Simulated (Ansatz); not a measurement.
Here is an Ansatz 0.2.0 calculation.

input.yaml

```yaml
crystal:
  lattice:
    - [0.0, 1.737572933, 1.737572933]
    - [1.737572933, 0.0, 1.737572933]
    - [1.737572933, 1.737572933, 0.0]
  atoms:
    - { symbol: Ni, position: [0.0, 0.0, 0.0], spin: 1.0 }
hamiltonian:
  xc: pbe
  pseudopotentials: { kind: paw }
magnetization:
  spin_polarized: true
kpoints:
  mp_grid: { grid: [13, 13, 13] }
scf:
  occupations: { method: gaussian, width: 0.015 }
output:
  forces: true
  stress: true
  eigenvalues: true
```

Potentials or basis: Ansatz PAW.

Run with:

```bash
$ ansatz run input.yaml --threads 2 --pin off --max-ram 5632MiB --backend cpu --events-out ev --progress --plain --runs-dir out
```

(1) Estimate the band gap on the k mesh.

(2) Predict the absolute moment.

(3) What does it give for the pressure?

(4) Estimate the site moments.

Answers

(1) none (metal or under the smearing width).

(2) 0.72 μB per cell.

(3) 8.0 GPa.

(4) Ni +0.68 μB.
